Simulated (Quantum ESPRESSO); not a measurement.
**CaF2 (Fluorite) under changes of volume**

One of the cells (13.579 Å³/atom); the others are scaled copies at fixed shape and fractional positions:

```
CELL_PARAMETERS angstrom
0.00000 2.73100 2.73100
2.73100 0.00000 2.73100
2.73100 2.73100 0.00000
ATOMIC_POSITIONS crystal
Ca 0.00000 0.00000 0.00000
F 0.75000 0.75000 0.75000
F 0.25000 0.25000 0.25000
```

```yaml
Program: Quantum ESPRESSO 7.5
Functional: rev-vdW-DF2
Potentials_or_basis: PseudoDojo 0.4.1 SR PBE standard
Cutoff: 1143 eV
Density_cutoff: 4572 eV
k_mesh: 8 × 8 × 8
Occupations: fermi-dirac, width 0.05 eV
Spin: no spin polarisation
```

| volume (Å³/atom) | energy over the lowest point (meV/atom) | pressure (GPa) | gap on the mesh (eV) |
| --- | --- | --- | --- |
| 12.764 | 13.23 | 5.7 | 7.52 |
| 13.036 | 5.45 | 3.5 | 7.39 |
| 13.308 | 1.16 | 1.6 | 7.27 |
| 13.579 | 0.00 | -0.2 | 7.15 |
| 13.851 | 1.64 | -1.7 | 7.03 |
| 14.122 | ? | ? | ? |
| 14.394 | 12.19 | -4.4 | 6.81 |

What does the run at 14.122 Å³/atom give?

Energy over the lowest point 5.79 meV/atom; pressure -3.2 GPa; gap on the mesh 6.92 eV.

Worked out: A Birch-Murnaghan fit of order 3 (a polynomial in V^(-2/3)) to the other rows has its minimum at 13.55 Å³/atom with B0 = V·E''(V) = 83 GPa and B' = 4.4. It gives 5.78 meV/atom at 14.122 Å³/atom, against the run's 5.79, and -dE/dV = -3.1 GPa, against -3.2. A straight line through the other rows of the gap, of slope -5.91 eV per unit of ln V, gives 6.92 eV, against the run's 6.92.

Energies are extrapolated to zero smearing.

Caveats: the potentials were made for another functional, which shifts forces and pressure.

A mesh can miss the band edges.
